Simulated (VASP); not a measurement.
Input of a VASP 6.6.1 run:

File INCAR:

```
ALGO     = Fast           # electronic algorithm
EDIFF    = 1E-7           # SCF threshold, eV
ENCUT    = 520            # plane-wave cutoff, eV
ISIF     = 2              # what is computed and relaxed
ISMEAR   = 0              # smearing method
LASPH    = T              # aspherical terms in the spheres
LCHARG   = T              # write CHGCAR
LELF     = T              # ELF
LREAL    = F              # projectors in reciprocal space
LVHAR    = T            
LWAVE    = F              # write WAVECAR
NELM     = 60             # most SCF steps
PREC     = Accurate       # precision mode
SIGMA    = 0.1            # smearing width, eV
```

KPOINTS

```
k-points
0
Gamma
  9 9 5
```

POSCAR

```
Tl
1.0
    3.4560000000      0.0000000000      0.0000000000
   -1.7280000000      2.9929837955      0.0000000000
    0.0000000000      0.0000000000      5.5250000000
Tl
2
Cartesian
    1.7280000002      0.9976612651      4.1437500000
   -0.0000000002      1.9953225304      1.3812500000
```

Potentials or basis: VASP PAW LDA potentials, release 54 (Tl_d).

Run with:

```sh
$ cat potpaw_LDA.54/Tl_d/POTCAR > POTCAR
$ mpirun -np 1 vasp_std > vasp.out
```

Task: Predict the band gap on the k mesh.

Result: None (metal or under the smearing width).

Task: Estimate the pressure.

Result: -1.5 GPa.

Stress tensor (GPa, compression positive):
```
-1.89  0.00  0.00
 0.00 -1.89  0.00
 0.00  0.00 -0.76
```

The run has no spin-orbit coupling, so splittings on Tl are missing.
